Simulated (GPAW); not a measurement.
A run of GPAW 26.7.0 is set up as follows.

The input run.py:

```python
from ase import Atoms
from ase.dft.bandgap import bandgap
from ase.io import write
from ase.units import GPa
from gpaw import GPAW, PW

atoms = Atoms(['Ir'],
              cell=[[0.06446927, 1.83735574, 1.75604886],
                    [1.94181314, 0.07743499, 1.74308315],
                    [2.17282487, 2.05540176, -0.15357675]],
              scaled_positions=[[0.0, 0.0, 0.0]],
              pbc=True)

calc = GPAW(mode=PW(600),
            xc='revPBE',
            kpts={'size': (9, 9, 8), 'gamma': True},
            occupations={'name': 'fermi-dirac', 'width': 0.05},
            nbands=16,
            convergence={'density': 1e-05, 'energy': 1e-05},
            maxiter=150,
            txt='gpaw.txt')
atoms.calc = calc
energy = atoms.get_potential_energy()
forces = atoms.get_forces()
stress = atoms.get_stress()
calc.write('gs.gpw')
write('result.traj', atoms)
print(f'Energy: {energy:.6f} eV')
print('Forces (eV/A):')
print(forces.round(4))
print('Stress (GPa):', (stress / GPa).round(3))
print('Fermi level:', round(calc.get_fermi_level(), 4), 'eV')
print(f'Gap: {bandgap(calc)[0]:.4f} eV, direct: {bandgap(calc, direct=True)[0]:.4f} eV')
```

Potentials or basis: the program's PAW data sets (release 1.2.1) made for this functional, pw.

Run with:

```sh
$ OMP_NUM_THREADS=1 python run.py
```

Question: Estimate the band gap on the k mesh.

Answer: None (metal or under the smearing width).

Question: Estimate the pressure.

Answer: 30.8 GPa.

Stress tensor (GPa, compression positive):
```
 19.78 -24.80  20.44
-24.80  39.12  23.13
 20.44  23.13  33.36
```

Caveat: a pressure of tens of GPa on the cell as given is suspect, and the run, the potentials or the cell itself is likely at fault. Spin-orbit coupling is left out, which matters for the levels of Ir.
